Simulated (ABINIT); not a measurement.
V:

```
V
1.0
     2.60429    0.00000    0.00000
    -1.30215    2.25538    0.00000
     0.00000    0.00000    4.72334
V
2
Cartesian
  0.0000 1.5036 1.1808
  1.3021 0.7518 3.5425
```

This isn't the form of V at room conditions, which is bcc.

| Quantity | Value |
| --- | --- |
| Program | ABINIT 10.8.3 (patched build) |
| Task | relaxation of cell and atoms |
| Functional | PBEsol |
| Potentials or basis | JTH PAW PBE v2.0 |
| Cutoff | 408 eV |
| k mesh | 8 × 8 × 4 |
| Occupations | fermi-dirac, width 0.05 eV |
| Spin | collinear spin, ferromagnetic start |
| Starting moments | [2.0, 2.0] μB |

At the start: pressure -6.0 GPa; volume 13.87 Å³/atom.

Task: Where does the relaxation end?

Result: Over 6 steps the energy falls by 9.0 meV/atom and the volume is 13.41 Å³/atom (-3.3 %); space group P6_3/mmc (No. 194, to 0.05 Å); moment 0.00 μB per cell.

The path:
```csv
step,energy change (eV),largest force (eV/Å),pressure (GPa),volume (Å³)
1,0.0000,0.0000,-5.96,27.74
2,-0.0139,0.0000,-2.83,27.24
3,-0.0178,0.0000,0.13,26.80
4,-0.0179,0.0000,0.04,26.82
5,-0.0180,0.0000,-0.01,26.82
6,-0.0180,0.0000,0.00,26.82
```

Final structure:
```
CELL_PARAMETERS angstrom
2.58105 0.00000 0.00000
-1.29053 2.23526 0.00000
0.00000 0.00000 4.64843
ATOMIC_POSITIONS crystal
V 0.33333 0.66667 0.25000
V 0.66667 0.33333 0.75000
```

Caveat: the PAW data sets were made with another functional, which shifts forces and pressure a little.
